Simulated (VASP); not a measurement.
Write an ASE script for VASP 6.6.1 that does the following.

- Task: single point
- Functional: PBE
- Potentials or basis: VASP PAW PBE potentials, release 64 (Mn_pv)
- Cutoff: 520 eV
- k mesh: 12 × 12 × 12
- Occupations: gaussian, width 0.05 eV
- Spin: collinear spin, ferromagnetic start
- Starting moments: [4.0] μB
- Further INCAR settings: ALGO = Normal; EDIFF = 1.00e-07

The structure of Mn lies in Mn.cif:

```cif
data_Mn
_cell_length_a 2.66822427
_cell_length_b 2.66822427
_cell_length_c 2.66822427
_cell_angle_alpha 109.47122063
_cell_angle_beta 109.47122063
_cell_angle_gamma 109.47122063
_space_group_name_H-M_alt 'P1'
_space_group_name_Hall 'P 1'
_space_group_IT_number 1
loop_
_space_group_symop_operation_xyz
'x,y,z'
loop_
_atom_site_label
_atom_site_type_symbol
_atom_site_symmetry_multiplicity
_atom_site_Wyckoff_symbol
_atom_site_fract_x
_atom_site_fract_y
_atom_site_fract_z
_atom_site_occupancy
Mn1 Mn 1 a 0.0000000000 0.0000000000 0.0000000000 1
```

This isn't the form of Mn at room conditions, which is a 58-atom cubic cell.

These files were run (other wordings do the same):

run.py

```python
from ase.calculators.vasp import Vasp
from ase.dft.bandgap import bandgap
from ase.io import read

atoms = read('Mn.cif')
atoms.set_initial_magnetic_moments([4.0])
calc = Vasp(
    directory='calc',
    xc='pbe',
    pp='PBE',
    setups='recommended',
    prec='Accurate',
    encut=520,
    ediff=1e-07,
    ismear=0,
    sigma=0.05,
    lreal=False,
    lasph=True,
    nelm=150,
    algo='Normal',
    isif=2,
    lwave=False,
    lcharg=True,
    ispin=2,
    lorbit=11,
    lmaxmix=4,
    lelf=True,
    lvhar=True,
    kpts=[12, 12, 12],
    gamma=True,
)
atoms.calc = calc

print('energy (eV):', atoms.get_potential_energy())
print('free energy (eV):', atoms.get_potential_energy(force_consistent=True))
print('forces (eV/A):')
print(atoms.get_forces())
print('stress (eV/A^3, Voigt):', atoms.get_stress())
print('Fermi level (eV):', calc.get_fermi_level())
print('moment (muB):', atoms.get_magnetic_moment())
print('site moments (muB):', atoms.get_magnetic_moments())
gap, top, bottom = bandgap(calc)
print('band gap (eV):', gap, 'from (spin, k, band)', top, 'to', bottom)
```

Potentials or basis: VASP PAW PBE potentials, release 64 (Mn_pv).

Run with:

```console
$ python run.py
```

Results of the run:

The pressure is -9.9 GPa and the band gap on the k mesh is none (metal or under the smearing width). The net moment is 3.07 μB per cell. The site moments are Mn +2.99 μB and the valence electrons inside the program's atomic spheres are Mn 11.56.

It took 24 s on 1 thread of Intel(R) Xeon(R) Platinum 8559C (Emerald Rapids) (shared host), peak memory 0.14 GiB.
